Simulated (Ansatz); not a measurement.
The system is MoSe2.

```
CELL_PARAMETERS angstrom
3.28800 0.00000 0.00000
-1.64400 2.84749 0.00000
0.00000 0.00000 12.90000
ATOMIC_POSITIONS crystal
Mo 0.66667 0.33333 0.75000
Mo 0.33333 0.66667 0.25000
Se 0.66667 0.33333 0.37500
Se 0.33333 0.66667 0.87500
Se 0.66667 0.33333 0.12500
Se 0.33333 0.66667 0.62500
```

- Program: Ansatz 0.2.0
- Task: relaxation of cell and atoms
- Functional: RPBE
- Dispersion: D3(BJ)
- Potentials or basis: Ansatz PAW
- Cutoff: 420 eV (not typed: the program's choice for these potentials)
- k mesh: 9 × 9 × 2
- Occupations: fermi-dirac, width 0.05 eV
- Spin: no spin polarisation

At the start: volume 20.13 Å³/atom.

**Question.** Where does the relaxation end?

**Answer.** It ends after 8 steps and the volume is 15.80 Å³/atom (-21.5 %); space group P6_3/mmc (No. 194, to 0.05 Å).

Step by step:
```
step  energy change (eV)  largest force (eV/Å)  volume (Å³)
   1              0.0000                0.5060       120.78
   2             -0.9593                0.3061       108.56
   3             -1.3967                0.3284        98.00
   4             -1.4717                0.1810        93.01
   5             -1.4903                0.1186        95.18
   6             -1.4930                0.0012        94.76
   7             -1.4930                0.0001        94.79
   8             -1.4885                0.0001        94.79
```

Final structure:
```cif
data_structure
_symmetry_space_group_name_H-M 'P 1'
_symmetry_Int_Tables_number 1
_cell_length_a 3.0519
_cell_length_b 3.0519
_cell_length_c 11.7509
_cell_angle_alpha 90.000
_cell_angle_beta 90.000
_cell_angle_gamma 120.000
_cell_volume 94.79
loop_
_atom_site_label
_atom_site_type_symbol
_atom_site_fract_x
_atom_site_fract_y
_atom_site_fract_z
_atom_site_occupancy
Mo1 Mo 0.66667 0.33333 0.75000 1
Mo2 Mo 0.33333 0.66667 0.25000 1
Se1 Se 0.66667 0.33333 0.39582 1
Se2 Se 0.33333 0.66667 0.89582 1
Se3 Se 0.66667 0.33333 0.10418 1
Se4 Se 0.33333 0.66667 0.60418 1
```

Caveat: the volume moved by over 15 % at a fixed basis, so the end points are rough; the plane-wave basis is chosen anew once the cell has moved, so the energies of steps on either side of that aren't comparable; the volume moved by -22 % from the deposited cell, more than functionals usually miss; the PAW data sets come from PBE, with cores solved anew for the run's functional, which leaves a small shift of forces and pressure.
